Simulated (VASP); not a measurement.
# CoO (I4/mmm) in VASP: a series of runs

One crystal, CoO, is run at these levels: PBEsol, PBE; tasks: single point, relaxation of cell and atoms.

All numbers are computed with VASP 6.6.1; they aren't measurements. Logs are shortened: lines on timing, memory, paths and dates and some standing lists are left out, and cuts for length are marked.

### Step 1. Starting point

It takes space group I4/mmm (No. 139, tetragonal). The conventional cell has a = 3.016 Å, b = 3.016 Å, c = 4.214 Å, α = 90.00°, β = 90.00°, γ = 90.00°. Around Co (site symmetry 4/mmm) lie 6 O at 2.11 to 2.13 Å. O (site symmetry 4/mmm) has 6 Co at 2.11 to 2.13 Å as nearest neighbours.

### Step 2. Single point, PBEsol, collinear spin, ferromagnetic start

Input file run.py:

```python
from ase.calculators.vasp import Vasp
from ase.dft.bandgap import bandgap
from ase.io import read

atoms = read('POSCAR')
atoms.set_initial_magnetic_moments([2.0, 0.0])
calc = Vasp(
    directory='calc',
    xc='pbesol',
    pp='PBE',
    setups='materialsproject',
    prec='Accurate',
    encut=520,
    ediff=1e-07,
    ismear=0,
    sigma=0.1,
    lreal=False,
    lasph=True,
    nelm=150,
    algo='Normal',
    isif=2,
    lwave=False,
    lcharg=False,
    ispin=2,
    lorbit=11,
    lmaxmix=4,
    kpts=[12, 12, 12],
    gamma=True,
)
atoms.calc = calc

print('energy (eV):', atoms.get_potential_energy())
print('free energy (eV):', atoms.get_potential_energy(force_consistent=True))
print('forces (eV/A):')
print(atoms.get_forces())
print('stress (eV/A^3, Voigt):', atoms.get_stress())
print('Fermi level (eV):', calc.get_fermi_level())
print('moment (muB):', atoms.get_magnetic_moment())
print('site moments (muB):', atoms.get_magnetic_moments())
gap, top, bottom = bandgap(calc)
print('band gap (eV):', gap, 'from (spin, k, band)', top, 'to', bottom)
```

Input file POSCAR:

```
CoO
1.0
   -1.5080000000      1.5080000000      2.1072475377
    1.5080000000     -1.5080000000      2.1072475377
    1.5080000000      1.5080000000     -2.1072475377
Co O
1 1
Direct
    0.0000000000      0.0000000000      0.0000000000
    0.5000000000      0.5000000000      0.0000000000
```

Potentials or basis: VASP PAW PBE potentials, release 64 (Co, O).

Run with:

```sh
python run.py
```

Standard output:

```text
energy (eV): -13.95435732
free energy (eV): -13.96423572
forces (eV/A):
[[-0.  0.  0.]
 [ 0. -0.  0.]]
stress (eV/A^3, Voigt): [ 0.06054375  0.06054375  0.05882827  0.         -0.         -0.        ]
Fermi level (eV): 7.93809481
moment (muB): 2.9339663
site moments (muB): [2.563 0.318]
band gap (eV): 0.0 from (spin, k, band) (None, None, None) to (None, None, None)
```

OUTCAR:

```text
ENCUT = 520.000000
   EDIFF = 1.00e-07
   GGA = PS
   PREC = Accurate
   ISIF = 2
   ISMEAR = 0
   ISPIN = 2
   LORBIT = 11
   NELM = 150
   LASPH = .TRUE.
   LREAL = .FALSE.

 ion  position               nearest neighbor table
   1  0.000  0.000  0.000-   2 2.11   2 2.11   2 2.13   2 2.13   2 2.13   2 2.13
   2  0.500  0.500  0.000-   1 2.11   1 2.11   1 2.13   1 2.13   1 2.13   1 2.13

  LATTYP: Found a body centered tetragonal cell.
 ALAT       =     3.0160000000
 C/A-ratio  =     1.3973790038

  Lattice vectors:

 A1 = (  -1.5080000000,   1.5080000000,   2.1072475377)
 A2 = (   1.5080000000,  -1.5080000000,   2.1072475377)
 A3 = (   1.5080000000,   1.5080000000,  -2.1072475377)

Analysis of symmetry for initial positions (statically):
=====================================================================
 Subroutine PRICEL returns:
 Original cell was already a primitive cell.

 Routine SETGRP: Setting up the symmetry group for a
 body centered tetragonal supercell.

 Subroutine GETGRP returns: Found 16 space group operations
 (whereof 16 operations were pure point group operations)
 out of a pool of 16 trial point group operations.

The static configuration has the point symmetry D_4h.

Analysis of symmetry for dynamics (positions and initial velocities):
=====================================================================
 Subroutine PRICEL returns:
 Original cell was already a primitive cell.

 Routine SETGRP: Setting up the symmetry group for a
 body centered tetragonal supercell.

 Subroutine GETGRP returns: Found 16 space group operations
 (whereof 16 operations were pure point group operations)
 out of a pool of 16 trial point group operations.

The dynamic configuration has the point symmetry D_4h.

Analysis of structural, dynamic, and magnetic symmetry:
=====================================================================
 Subroutine PRICEL returns:
 Original cell was already a primitive cell.

 Routine SETGRP: Setting up the symmetry group for a
 body centered tetragonal supercell.

 Subroutine GETGRP returns: Found 16 space group operations
 (whereof 16 operations were pure point group operations)
 out of a pool of 16 trial point group operations.

The overall configuration has the point symmetry D_4h.

 Subroutine INISYM returns: Found 16 space group operations
 (whereof 16 operations are pure point group operations),
 and found     1 'primitive' translations

----------------------------------------------------------------------------------------

                                     Primitive cell

  volume of cell :      19.1681

  direct lattice vectors                    reciprocal lattice vectors
    -1.508000000  1.508000000  2.107247538     0.000000000  0.331564987  0.237276348
     1.508000000 -1.508000000  2.107247538     0.331564987  0.000000000  0.237276348
     1.508000000  1.508000000 -2.107247538     0.331564987  0.331564987  0.000000000

  length of vectors
     2.998102764  2.998102764  2.998102764     0.407719764  0.407719764  0.468903701

  position of ions in fractional coordinates (direct lattice)
     0.000000000  0.000000000  0.000000000
     0.500000000  0.500000000  0.000000000

  ion indices of the primitive-cell ions
   primitive index   ion index
                 1           1
                 2           2

----------------------------------------------------------------------------------------

[... 88 lines left out ...]
     AMIX     =   0.40;   BMIX     =  1.00
     AMIX_MAG =   1.60;   BMIX_MAG =  1.00
  volume/ion in A,a.u.               =       9.58        64.68
  Fermi-wavevector in a.u.,A,eV,Ry     =   1.508618  2.850874 30.965868  2.275927
  Thomas-Fermi vector in A             =   2.619048
   LORBIT       =     11    0 simple, 1 ext, 2 COOP (PROOUT), +10 PAW based schemes
   GGA     = PS    functional components
   LHFCALC =     F    Hartree Fock is set to
   AEXX    =    0.0000 exact exchange contribution
   IVDW    =     0    specifies the selected vdW correction
   LEPSILON=     F    determine dielectric tensor
   LRPA    =     F    only Hartree local field effects (RPA)
 spin polarized calculation
 Gauss-broadening in eV      SIGMA  =   0.10
  energy-cutoff  :      520.00
  volume of cell :       19.17
 maximum number of plane-waves:       533
 NGX is ok and might be reduce to    24
   NGX = 11   NGY = 11   NGZ = 11

 number of electron      15.0000005 magnetization       2.9339663

 Free energy of the ion-electron system (eV)
  ---------------------------------------------------
  ext. energy  EPLUGINS =         0.00000000
  ---------------------------------------------------
  free energy    TOTEN  =       -13.96423572 eV

  energy without entropy =      -13.94447892  energy(sigma->0) =      -13.95435732

 E-fermi :   7.9381     XC(G=0): -12.7073

 val. band max:        7.9380002465   @ k =  -0.2500  -0.3333   0.1667
 cond. band min:       7.9438235392   @ k =   0.5000   0.2500  -0.0000
 fundamental gap:      0.0058232927
 Fermi energy:         7.9380948055

 spin component 1

 k-point     1 :       0.0000    0.0000    0.0000
  band No.  band energies     occupation
      1     -12.3648      1.00000
      2       4.6369      1.00000
      3       4.6385      1.00000
      4       4.6551      1.00000
      5       4.6918      1.00000
      6       4.6918      1.00000
      7       4.7425      1.00000
      8       4.7425      1.00000
      9       4.8380      1.00000
     10       8.8220      0.00000
     11      24.5325      0.00000
     12      25.8984      0.00000
[... 333 lines left out ...]
      1     -11.2652      1.00000
      2       0.4632      1.00000
      3       1.9953      1.00000
      4       2.3741      1.00000
      5       5.0048      1.00000
      6       5.5080      1.00000
      7       5.9317      1.00000
      8       6.9136      1.00000
      9       7.1999      1.00000
     10      13.6581      0.00000
     11      17.6422      0.00000
     12      19.9345      0.00000

 [... further k-points ...]

 spin component 2

 k-point     1 :       0.0000    0.0000    0.0000
  band No.  band energies     occupation
      1     -11.8216      1.00000
      2       5.2594      1.00000
      3       5.3147      1.00000
      4       5.3147      1.00000
      5       6.7969      1.00000
      6       6.7970      1.00000
      7       6.8481      1.00000
      8       7.7798      0.98740
      9       7.7927      0.98013
     10       9.3852      0.00000
     11      24.4784      0.00000
     12      26.4574      0.00000
[... 333 lines left out ...]
      1     -10.6779      1.00000
      2       1.1125      1.00000
      3       3.1343      1.00000
      4       3.5871      1.00000
      5       7.0667      1.00000
      6       7.8717      0.82610
      7       8.0231      0.11458
      8       9.4030      0.00000
      9       9.7627      0.00000
     10      14.3052      0.00000
     11      18.3351      0.00000
     12      20.5430      0.00000

 [... further k-points ...]

------------------------ aborting loop because EDIFF is reached ----------------------------------------

  FORCE on cell =-STRESS in cart. coord.  units (eV):
  Direction    XX          YY          ZZ          XY          YZ          ZX
  --------------------------------------------------------------------------------------
  -------------------------------------------------------------------------------------
  Total       -1.1605060     -1.1605060     -1.1276236      0.0000000     -0.0000000      0.0000000
  in kB      -97.0017859    -97.0017859    -94.2532864      0.0000000     -0.0000000      0.0000000
  external PRESSURE =     -96.0856194 kB  Pullay stress =       0.0000000 kB

 VOLUME and BASIS-vectors are now :
 -----------------------------------------------------------------------------
  energy-cutoff  :      520.00
  volume of cell :       19.17
      direct lattice vectors                 reciprocal lattice vectors
    -1.508000000  1.508000000  2.107247538     0.000000000  0.331564987  0.237276348
     1.508000000 -1.508000000  2.107247538     0.331564987  0.000000000  0.237276348
     1.508000000  1.508000000 -2.107247538     0.331564987  0.331564987  0.000000000

 POSITION                                       TOTAL-FORCE (eV/Angst)
 -----------------------------------------------------------------------------------
      0.00000      0.00000      0.00000        -0.000000      0.000000      0.000000
      0.00000      0.00000      2.10725         0.000000     -0.000000      0.000000
 -----------------------------------------------------------------------------------
    total drift:                               -0.000000      0.000000     -0.000000

  FREE ENERGIE OF THE ION-ELECTRON SYSTEM (eV)
  ---------------------------------------------------
  free  energy   TOTEN  =       -13.9642357177 eV

  energy  without entropy=      -13.9444789164  energy(sigma->0) =      -13.95435732

 total charge

# of ion       s       p       d       tot
------------------------------------------
    1        0.300   0.367   7.149   7.816
    2        1.551   3.404   0.000   4.954
--------------------------------------------------
tot          1.850   3.770   7.149  12.770

 magnetization (x)

# of ion       s       p       d       tot
------------------------------------------
    1        0.020   0.018   2.525   2.563
    2        0.030   0.288   0.000   0.318
--------------------------------------------------
tot          0.049   0.306   2.525   2.881
```

INCAR:

```text
ENCUT = 520.000000
SIGMA = 0.100000
EDIFF = 1.00e-07
ALGO = Normal
GGA = PS
PREC = Accurate
ISIF = 2
ISMEAR = 0
ISPIN = 2
LMAXMIX = 4
LORBIT = 11
NELM = 150
LASPH = .TRUE.
LCHARG = .FALSE.
LWAVE = .FALSE.
LREAL = .FALSE.
MAGMOM = 1*2.0000 1*0.0000
```

Run time: 2 min. Hardware: 1 thread of Intel Xeon Platinum 8259CL at 2.50GHz (Skylake/Cascade Lake), shared host; peak memory 0.2 GiB.

What came out:

```
Free energy                                           : -13.9642 eV
Pressure                                              : -9.6 GPa
Band gap on the k mesh                                : none (metal or under the smearing width)
Net moment                                            : 2.93 μB per cell
Site moments                                          : Co +2.56; O +0.32 μB
Valence electrons inside the program's atomic spheres : Co 7.82; O 4.95
```

Stress tensor (GPa, compression positive):
```
-9.70  0.00  0.00
 0.00 -9.70  0.00
 0.00  0.00 -9.43
```

Caveat: the PAW data sets were made with another functional, which shifts forces and pressure a little; a cell with one magnetic atom can't hold antiferromagnetic order, which such compounds often take; semilocal functionals often make such compounds metallic where correlation or magnetic order opens a gap, which also shifts bond lengths. With open d or f shells a metallic result of PBEsol can be an artefact of self-interaction; +U or a hybrid may open a gap.

[end of part 1 of 2]
